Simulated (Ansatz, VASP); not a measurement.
**Two plane-wave programs on Ag**

```
Ag
1.0
     2.86706    0.00000    0.00000
    -1.43353    2.48295    0.00000
     0.00000    0.00000    4.69071
Ag
2
Direct
  0.33333 0.66667 0.25000
  0.66667 0.33333 0.75000
```

Alike in both runs: functional PBEsol; k mesh 18 × 18 × 10; occupations gaussian, width 0.1 eV; no spin polarisation.

Ansatz relaxed the structure, and its values are those at the end. VASP's run is a single point on that final structure, the one shown.

|  | VASP | Ansatz |
| --- | --- | --- |
| version | VASP 6.6.1 | Ansatz 0.2.0 |
| potentials or method | VASP PAW PBE potentials, release 64 (Ag) | scalar-relativistic, plane waves, PAW |
| plane-wave cutoff (eV) | 520 | 420 |
| valence electrons in the cell | 22 | 38 |

Ansatz gave:

```
gap on the k mesh at the Fermi level (eV) : none
pressure (GPa)                            : 0.0
```

Which values does VASP return?

gap on the k mesh at the Fermi level (eV): none; pressure (GPa): -0.2.

A gap of «none» marks a metal or a gap that the smearing closes. The functional is the same, so the differences come from potentials, cutoffs and numerics. The two sets of potentials don't hold the same shells in valence.

Caveats: the PAW data sets were made with another functional, which shifts forces and pressure a little (VASP).
